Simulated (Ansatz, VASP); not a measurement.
## One calculation of MgS, two programs

```
Mg S
1.0
     0.00000    2.54962    2.60165
     2.54962    0.00000    2.60165
     2.54962    2.54962    0.00000
Mg S
1 1
Direct
  0.00000 0.00000 0.00000
  0.50000 0.50000 0.50000
```

Change from the starting cell: equal xx and yy strain of -2 %, crystal datasets.

Alike in both runs: task electric field gradients; functional PBEsol; k mesh 10 × 10 × 10; occupations fermi-dirac, width 0.03 eV; no spin polarisation.

```csv
,VASP,Ansatz
version,VASP 6.6.1,Ansatz 0.2.0
potentials or method,"VASP PAW PBE potentials, release 64 (Mg, S), cutoff 520 eV","all-electron PAW with datasets made for the crystal, scalar-relativistic"
```

```csv
,VASP,Ansatz,Ansatz less VASP
gap on the k mesh at the Fermi level (eV),2.70,2.69,-0.003
pressure (GPa),2.2,2.4,+0.17
largest component of the traceless stress (GPa),1.69,1.70,+0.001
Vzz of the field gradient on the site that differs most (V/Å²),2.2,1.9,-0.29
```

Ansatz ran all-electron here, so the differences hold the error of VASP's frozen core and of both bases.

Caveats: the PAW data sets were made with another functional, which shifts forces and pressure a little (VASP). A k mesh can miss the band edges.
